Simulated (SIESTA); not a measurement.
Runs of SIESTA 5.4.2 on TePb. It takes space group Fm-3m (No. 225, cubic). Conventional cell: a = 6.462 Å, b = 6.462 Å, c = 6.462 Å, α = 90.00°, β = 90.00°, γ = 90.00°. Pb (site symmetry m-3m) is surrounded by 6 Te at 3.23 Å. Te (site symmetry m-3m) has 6 Pb at 3.23 Å as nearest neighbours. 

```tsv
task	level	potentials or basis	k mesh	displacement	polarization grid	grid cutoff	energy shift	pressure (GPa)	V0 of scaled cells (Å³/atom)	B0 (GPa)
equation of state	vdW-DF-C09	PseudoDojo 0.4 standard (PBE files), DZP (energy shift 0.002 Ry)	7 × 7 × 7	-	-	500 Ry	0.002 Ry	-	34.31	42
equation of state	LDA	PseudoDojo 0.4 standard (LDA files), DZP (energy shift 0.003 Ry; two zetas on semicore shells)	7 × 7 × 7	-	-	500 Ry	0.003 Ry	-	32.81	50
band structure	PBEsol	PseudoDojo 0.4 standard (PBEsol files), DZP (energy shift 0.003 Ry; two zetas on semicore shells)	7 × 7 × 7	-	-	500 Ry	0.003 Ry	0.1	-	-
band structure	LDA	PseudoDojo 0.4 standard (LDA files), DZP (energy shift 0.003 Ry; two zetas on semicore shells)	7 × 7 × 7	-	-	500 Ry	0.003 Ry	-1.3	-	-
equation of state	PBE	PseudoDojo 0.4 standard (PBE files), TZDP (energy shift 0.02 Ry)	7 × 7 × 7	-	-	500 Ry	0.02 Ry	-	(a)	49
band structure	vdW-DF-cx	PseudoDojo 0.4 standard (PBE files), DZP (energy shift 0.002 Ry)	7 × 7 × 7	-	-	500 Ry	0.002 Ry	1.1	-	-
single point	PBE	PseudoDojo 0.4 standard (PBE files), DZP (energy shift 0.002 Ry)	7 × 7 × 7	-	-	500 Ry	0.002 Ry	3.0	-	-
band structure	APBE	PseudoDojo 0.4 standard (PBE files), DZP (energy shift 0.002 Ry)	7 × 7 × 7	-	-	500 Ry	0.002 Ry	3.8	-	-
band structure	PBE	PseudoDojo 0.4 standard (PBE files), SZ (energy shift 0.005 Ry)	7 × 7 × 7	-	-	500 Ry	0.005 Ry	4.6	-	-
band structure	vdW-DF-cx	PseudoDojo 0.4 standard (PBE files), DZP (energy shift 0.003 Ry; two zetas on semicore shells)	7 × 7 × 7	-	-	500 Ry	0.003 Ry	0.7	-	-
band structure	BLYP	PseudoDojo 0.4 standard (PBE files), DZP (energy shift 0.002 Ry)	7 × 7 × 7	-	-	500 Ry	0.002 Ry	(b)	-	-
```

Alike in all rows: no spin polarisation; cell as given; smearing fermi-dirac 0.05 eV.

**Question.** Estimate the missing entries.

**Answer.** (a) 34.03; (b) 6.1.

Caveats: the basis of atomic orbitals isn't converged, which shifts pressures, moduli and gaps; semicore shells carry a single zeta, which can move pressures by several GPa and volumes by a few percent (some runs); the potentials were made for another functional, which shifts forces and pressure (some runs); the basis has no polarisation orbitals (some runs).

Not every run made on this cell is shown here.
